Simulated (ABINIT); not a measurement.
# MnS (F-43m) in ABINIT: reference runs

How does MnS come out in PBE? The cell is run as given.

Everything below comes from runs of ABINIT 10.8.3 (patched build). Logs are shortened: lines on timing, memory, paths and dates and some standing lists are left out, and cuts for length are marked. The log counts tension as positive stress, the text compression.

**1. Starting point**

It takes space group F-43m (No. 216, cubic). The conventional cell has a = 4.947 Å, b = 4.947 Å, c = 4.947 Å, α = 90.00°, β = 90.00°, γ = 90.00°. Mn (site symmetry -43m) is surrounded by 4 S at 2.14 Å. Around S (site symmetry -43m) lie 4 Mn at 2.14 Å.

The cell is a database's computed one.

**2. Single point, PBE, collinear spin, ferromagnetic start**

Contents of run.abi:

```
# Pseudopotentials
pp_dirpath "./"
pseudos "Mn.GGA_PBE-JTH.xml, S.GGA_PBE-JTH.xml"

# Structure
structure "poscar:POSCAR"
natom 2

# Plane-wave basis
ecut 26.0
pawecutdg 48.0

# k points
kptopt 1
ngkpt 9 9 9
nshiftk 1
shiftk 0.0 0.0 0.0

# Exchange and correlation
ixc 11

# Bands and occupations
nband 16
occopt 3
tsmear 0.05 eV

# Spin
nsppol 2
spinat
     0.0000000000     0.0000000000     4.0000000000
     0.0000000000     0.0000000000     0.0000000000

# SCF cycle
nstep 100
tolvrs 1.0e-9

# Output
iomode 3
prtwf 0
prtden 0
prteig 0
prtebands 0
enunit 2
```

Contents of POSCAR:

```
MnS
1.0
    0.0000000000      2.4734634191      2.4734634191
    2.4734634191      0.0000000000      2.4734634191
    2.4734634191      2.4734634191      0.0000000000
Mn S
1 1
Direct
    0.0000000000      0.0000000000      0.0000000000  Mn
    0.7500000000      0.7500000000      0.7500000000  S
```

Potentials or basis: JTH PAW PBE v2.0.

Started as:

```sh
$ abinit run.abi > log 2>&1
```

run.abo:

```text
.Version 10.8.3 of ABINIT
 Symmetries : space group F-4 3 m (#216); Bravais cF (face-center cubic)
================================================================================
 Values of the parameters that define the memory need of the present run
     intxc =       0    ionmov =       0      iscf =      17    lmnmax =      18
     lnmax =       6     mgfft =      32  mpssoang =       3    mqgrid =    3001
     natom =       2  nloc_mem =       2    nspden =       2   nspinor =       1
    nsppol =       2      nsym =      24    n1xccc =       1    ntypat =       2
    occopt =       3   xclevel =       2
       mpw =        1311          nfft =       32768          nkpt =          35
 PAW method is used; the additional fine FFT grid is defined by:
   mgfftf=        45    nfftf =     91125
================================================================================
================================================================================

--------------------------------------------------------------------------------
------------- Echo of variables that govern the present computation ------------
--------------------------------------------------------------------------------
 -outvars: echo values of preprocessed input variables --------
            acell      1.0000000000E+00  1.0000000000E+00  1.0000000000E+00 Bohr
              amu      5.49380500E+01  3.20660000E+01
             ecut      2.60000000E+01 Hartree
           enunit           2
              ixc          11
         kptrlatt        9    0    0      0    9    0      0    0    9
          kptrlen      5.94924517E+01
            natom           2
            nband          16
            ngfft          32      32      32
          ngfftdg          45      45      45
             nkpt          35
           nspden           2
           nsppol           2
            nstep         100
             nsym          24
           ntypat           2
           occopt           3
        pawecutdg      4.80000000E+01 Hartree
         pawxcdev           0
           prtden           0
        prtebands           0
           prteig           0
            prtwf           0
            rprim      0.0000000000E+00  4.6741684446E+00  4.6741684446E+00
                       4.6741684446E+00  0.0000000000E+00  4.6741684446E+00
                       4.6741684446E+00  4.6741684446E+00  0.0000000000E+00
          spgroup         216
           spinat      0.0000000000E+00  0.0000000000E+00  4.0000000000E+00
                       0.0000000000E+00  0.0000000000E+00  0.0000000000E+00
           tolvrs      1.00000000E-09
           tsmear      1.83746611E-03 Hartree
            typat      1  2
           useylm           1
           xangst      0.0000000000E+00  0.0000000000E+00  0.0000000000E+00
                       3.7101951286E+00  3.7101951286E+00  3.7101951286E+00
            xcart      0.0000000000E+00  0.0000000000E+00  0.0000000000E+00
                       7.0112526668E+00  7.0112526668E+00  7.0112526668E+00
             xred      0.0000000000E+00  0.0000000000E+00  0.0000000000E+00
                       7.5000000000E-01  7.5000000000E-01  7.5000000000E-01
            znucl       25.00000   16.00000

================================================================================

 chkinp: Checking input parameters for consistency.

================================================================================
== DATASET  1 ==================================================================

--- !DatasetInfo
iteration_state: {dtset: 1, }
dimensions: {natom: 2, nkpt: 35, mband: 16, nsppol: 2, nspinor: 1, nspden: 2, mpw: 1311, }
cutoff_energies: {ecut:  26.0, pawecutdg:  48.0, }
electrons: {nelect:   2.10000000E+01, charge:   0.00000000E+00, occopt:   3.00000000E+00, tsmear:   1.83746611E-03, }
meta: {optdriver: 0, ionmov: 0, optcell: 0, iscf: 17, paral_kgb: 0, }
...

 Exchange-correlation functional for the present dataset will be:
  GGA: Perdew-Burke-Ernzerhof functional - ixc=11
  J.P.Perdew, K.Burke, M.Ernzerhof, PRL 77, 3865 (1996)

 Real(R)+Recip(G) space primitive vectors, cartesian coordinates (Bohr,Bohr^-1):
 R(1)=  0.0000000  4.6741684  4.6741684  G(1)= -0.1069709  0.1069709  0.1069709
 R(2)=  4.6741684  0.0000000  4.6741684  G(2)=  0.1069709 -0.1069709  0.1069709
 R(3)=  4.6741684  4.6741684  0.0000000  G(3)=  0.1069709  0.1069709 -0.1069709
 Unit cell volume ucvol=  2.0424107E+02 bohr^3
 Angles (23,13,12)=  6.00000000E+01  6.00000000E+01  6.00000000E+01 degrees

 Coarse grid specifications (used for wave-functions):

 getcut: wavevector=  0.0000  0.0000  0.0000  ngfft=  32  32  32
         ecut(hartree)=     26.000   => boxcut(ratio)=   2.10901

 Fine grid specifications (used for densities):

 getcut: wavevector=  0.0000  0.0000  0.0000  ngfft=  45  45  45
         ecut(hartree)=     48.000   => boxcut(ratio)=   2.13426

--- Pseudopotential description ------------------------------------------------
- pspini: atom type   1  psp file is ./Mn.GGA_PBE-JTH.xml
 Pseudopotential format is: paw10
 basis_size (lnmax)=  6 (lmn_size= 18), orbitals=   0   0   1   1   2   2
[... 54 lines left out ...]
--- !ResultsGS
iteration_state: {dtset: 1, }
comment   : Summary of ground state results
lattice_vectors:
- [  0.0000000,   4.6741684,   4.6741684, ]
- [  4.6741684,   0.0000000,   4.6741684, ]
- [  4.6741684,   4.6741684,   0.0000000, ]
lattice_lengths: [   6.61027,    6.61027,    6.61027, ]
lattice_angles: [ 60.000,  60.000,  60.000, ] # degrees, (23, 13, 12)
lattice_volume:   2.0424107E+02
convergence: {deltae: -2.956E-12, res2:  1.900E-10, residm:  7.671E-05, diffor: null, }
etotal    :  -1.15163808E+02
entropy   :   0.00000000E+00
fermie    :   2.90504911E-01
cartesian_stress_tensor: # hartree/bohr^3
- [ -1.15330109E-04,   0.00000000E+00,   0.00000000E+00, ]
- [  0.00000000E+00,  -1.15330109E-04,   0.00000000E+00, ]
- [  0.00000000E+00,   0.00000000E+00,  -1.15330109E-04, ]
pressure_GPa:   3.3931E+00
xred      :
- [  0.0000E+00,   0.0000E+00,   0.0000E+00, Mn]
- [  7.5000E-01,   7.5000E-01,   7.5000E-01,  S]
cartesian_forces: # hartree/bohr
- [  1.80021675E-30,   9.00108375E-31,  -1.80021675E-30, ]
- [ -1.80021675E-30,  -9.00108375E-31,   1.80021675E-30, ]
force_length_stats: {min:   2.70032512E-30, max:   2.70032512E-30, mean:   2.70032512E-30, }
...

 Integrated electronic and magnetization densities in atomic spheres:
 ------------------------------------------------------------------------------------------------------------
 Radius=ratsph(iatom), smearing ratsm=  0.0000. Diff(up-dn)=approximate z local magnetic moment.
    Atom    Radius    up_density   dn_density  Total(up+dn)  Diff(up-dn)
    1 Mn   2.11192     6.837334     6.630064     13.467398     0.207270
    2  S   1.90380     1.859148     1.861617      3.720765    -0.002468
 ------------------------------------------------------------------------------------------------------------
  Sum:                 8.696483     8.491681     17.188164     0.204802
 Total magnetization (from the atomic spheres):                0.204802
 Total magnetization (exact up - dn):                          0.222962

================================================================================

 ----iterations are completed or convergence reached----

 Mean square residual over all n,k,spin=   30.954E-08; max=  76.713E-06
 reduced coordinates (array xred) for    2 atoms
       0.000000000000      0.000000000000      0.000000000000
       0.750000000000      0.750000000000      0.750000000000
 rms dE/dt=  1.0863E-29; max dE/dt=  2.5244E-29; dE/dt below (all hartree)
    1       0.000000000000      0.000000000000      0.000000000000
    2      -0.000000000000      0.000000000000      0.000000000000

 cartesian coordinates (angstrom) at end:
    1      0.00000000000000     0.00000000000000     0.00000000000000
    2      3.71019512865000     3.71019512865000     3.71019512865000

 cartesian forces (hartree/bohr) at end:
    1      0.00000000000000     0.00000000000000    -0.00000000000000
    2     -0.00000000000000    -0.00000000000000     0.00000000000000
 frms,max,avg= 1.5590334E-30 1.8002167E-30   0.000E+00  0.000E+00  0.000E+00 h/b

 cartesian forces (eV/Angstrom) at end:
    1      0.00000000000000     0.00000000000000    -0.00000000000000
    2     -0.00000000000000    -0.00000000000000     0.00000000000000
 frms,max,avg= 8.0168723E-29 9.2570867E-29   0.000E+00  0.000E+00  0.000E+00 e/A
 length scales=  1.000000000000  1.000000000000  1.000000000000 bohr
              =  0.529177210544  0.529177210544  0.529177210544 angstroms
 Fermi (or HOMO) energy (hartree) =   0.29050   Average Vxc (hartree)=  -0.40876
 Magnetization (Bohr magneton)=  2.22962730E-01
 Total spin up =  1.06114814E+01   Total spin down =  1.03885186E+01
 Eigenvalues (hartree) for nkpt=  35  k points, SPIN UP:
 kpt#   1, nband= 16, wtk=  0.00137, kpt=  0.0000  0.0000  0.0000 (reduced coord)
  -2.61266   -1.46618   -1.46618   -1.46618   -0.27315    0.11653    0.11653    0.11653
   0.25731    0.25731    0.42516    0.42516    0.42516    0.42823    0.57679    0.57679
      occupation numbers for kpt#   1
   1.00000    1.00000    1.00000    1.00000    1.00000    1.00000    1.00000    1.00000
   1.00000    1.00000    0.00000    0.00000    0.00000    0.00000    0.00000    0.00000
 prteigrs : prtvol=0 or 1, do not print more k-points.

 Eigenvalues (hartree) for nkpt=  35  k points, SPIN DOWN:
 kpt#   1, nband= 16, wtk=  0.00137, kpt=  0.0000  0.0000  0.0000 (reduced coord)
  -2.60468   -1.45836   -1.45836   -1.45836   -0.27286    0.11826    0.11826    0.11826
   0.26705    0.26705    0.42788    0.42788    0.42788    0.42923    0.57867    0.57867
      occupation numbers for kpt#   1
   1.00000    1.00000    1.00000    1.00000    1.00000    1.00000    1.00000    1.00000
   1.00000    1.00000    0.00000    0.00000    0.00000    0.00000    0.00000    0.00000
 prteigrs : prtvol=0 or 1, do not print more k-points.

 Fermi (or HOMO) energy (eV) =   7.90504   Average Vxc (eV)= -11.12286
 Eigenvalues (   eV  ) for nkpt=  35  k points, SPIN UP:
 kpt#   1, nband= 16, wtk=  0.00137, kpt=  0.0000  0.0000  0.0000 (reduced coord)
 -71.09422  -39.89671  -39.89671  -39.89671   -7.43282    3.17093    3.17093    3.17093
   7.00166    7.00166   11.56917   11.56917   11.56917   11.65271   15.69534   15.69534
 prteigrs : prtvol=0 or 1, do not print more k-points.

 Eigenvalues (   eV  ) for nkpt=  35  k points, SPIN DOWN:
 kpt#   1, nband= 16, wtk=  0.00137, kpt=  0.0000  0.0000  0.0000 (reduced coord)
 -70.87700  -39.68410  -39.68410  -39.68410   -7.42499    3.21810    3.21810    3.21810
   7.26688    7.26688   11.64308   11.64308   11.64308   11.67987   15.74636   15.74636
 prteigrs : prtvol=0 or 1, do not print more k-points.

--- !EnergyTerms
iteration_state     : {dtset: 1, }
comment             : Components of total free energy in Hartree
kinetic             :  1.75423098413180E+01
hartree             :  3.12768636820806E+01
xc                  : -7.51585981613491E+00
Ewald energy        : -7.17238526947075E+01
psp_core            :  3.40086270025243E+00
local_psp           : -8.17960733434269E+01
PAW spherical_terms : -6.34733056872663E+00
internal            : -1.15163080199345E+02
'-kT*entropy'       : -7.27938874316440E-04
total_energy        : -1.15163808138219E+02
total_energy_eV     : -3.13376686480713E+03
...

--- !EnergyTermsDC
iteration_state     : {dtset: 1, }
comment             : '"Double-counting" decomposition of free energy'
band_energy         : -1.25115320714010E+01
Ewald energy        : -7.17238526947075E+01
psp_core            :  3.40086270025243E+00
xc_dc               : -3.00159109556443E+01
PAW spherical_terms : -4.31264676007134E+00
internal            : -1.15163079781572E+02
'-kT*entropy'       : -7.27938874316440E-04
total_energy_dc     : -1.15163807720446E+02
total_energy_dc_eV  : -3.13376685343895E+03
...

--- !EnergyTermsWithPAWCore
iteration_state     : {dtset: 1, }
comment             : 'Components of total free energy, including PAW core contributions'
Total energy        : -1.55785620207893E+03
Total energy DC     : -1.55785620166116E+03
Total energy (eV)   : -4.23914268304668E+04
Total energy DC (eV): -4.23914268190986E+04
...

 Cartesian components of stress tensor (hartree/bohr^3)
  sigma(1 1)= -1.15330109E-04  sigma(3 2)=  0.00000000E+00
  sigma(2 2)= -1.15330109E-04  sigma(3 1)=  0.00000000E+00
  sigma(3 3)= -1.15330109E-04  sigma(2 1)=  0.00000000E+00

-Cartesian components of stress tensor (GPa)         [Pressure=  3.3931E+00 GPa]
- sigma(1 1)= -3.39312895E+00  sigma(3 2)=  0.00000000E+00
- sigma(2 2)= -3.39312895E+00  sigma(3 1)=  0.00000000E+00
- sigma(3 3)= -3.39312895E+00  sigma(2 1)=  0.00000000E+00

== END DATASET(S) ==============================================================
================================================================================

 -outvars: echo values of variables after computation  --------
            acell      1.0000000000E+00  1.0000000000E+00  1.0000000000E+00 Bohr
           etotal     -1.1516380772E+02
            fcart      1.8002167492E-30  9.0010837459E-31 -1.8002167492E-30
                      -1.8002167492E-30 -9.0010837459E-31  1.8002167492E-30
            rprim      0.0000000000E+00  4.6741684446E+00  4.6741684446E+00
                       4.6741684446E+00  0.0000000000E+00  4.6741684446E+00
                       4.6741684446E+00  4.6741684446E+00  0.0000000000E+00
           strten     -1.1533010873E-04 -1.1533010873E-04 -1.1533010873E-04
                       0.0000000000E+00  0.0000000000E+00  0.0000000000E+00
           xangst      0.0000000000E+00  0.0000000000E+00  0.0000000000E+00
                       3.7101951286E+00  3.7101951286E+00  3.7101951286E+00
             xred      0.0000000000E+00  0.0000000000E+00  0.0000000000E+00
                       7.5000000000E-01  7.5000000000E-01  7.5000000000E-01
 Calculation completed.
```

Run time: 85 s. Hardware: 1 thread of Arm Neoverse V1, shared host; peak memory 0.17 GiB.

What came out:

```yaml
Free_energy: -3133.7669 eV
Pressure: 3.4 GPa
Band_gap_on_the_k_mesh: none (metal or under the smearing width)
Net_moment: 0.22 μB per cell
Site_moments: Mn +0.21; S -0.00 μB
Valence_electrons_inside_the_program's_atomic_spheres: Mn 13.47; S 3.72
```

Caveat: the moment fell far below its start of 4 μB, so a state of higher moment may lie lower in energy; semilocal functionals often make such compounds metallic where correlation or magnetic order opens a gap, which also shifts bond lengths.
